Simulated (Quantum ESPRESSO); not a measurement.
RbBr: zone-centre phonons and dielectric response under several settings

```
CELL_PARAMETERS angstrom
0.00000 3.42700 3.42700
3.42700 0.00000 3.42700
3.42700 3.42700 0.00000
ATOMIC_POSITIONS crystal
Rb 0.00000 0.00000 0.00000
Br 0.50000 0.50000 0.50000
```

All runs used Quantum ESPRESSO 7.5; k mesh 4 × 4 × 4, shifted; relaxed cell; no spin polarisation; occupations smeared at first, fixed for the response.

```csv
level,potentials,cutoff (eV),volume (Å³/atom),lowest optical mode without the field (cm⁻¹),highest mode with the field (cm⁻¹),ε∞ (mean),ε0 (mean),Born charge of atom 1 (e)
PBEsol,PseudoDojo 0.4.1 SR PBEsol standard,626,?,?,?,?,?,?
LDA,PseudoDojo 0.4.1 SR LDA standard,599,37.03,100,133,2.73,4.8,1.14
```

Q: What stands in the row left open?

A: Volume 40.05 Å³/atom; lowest optical mode without the field 85 cm⁻¹; highest mode with the field 122 cm⁻¹; ε∞ 2.59; ε0 5.3; Born charge of atom 1 1.16 e.
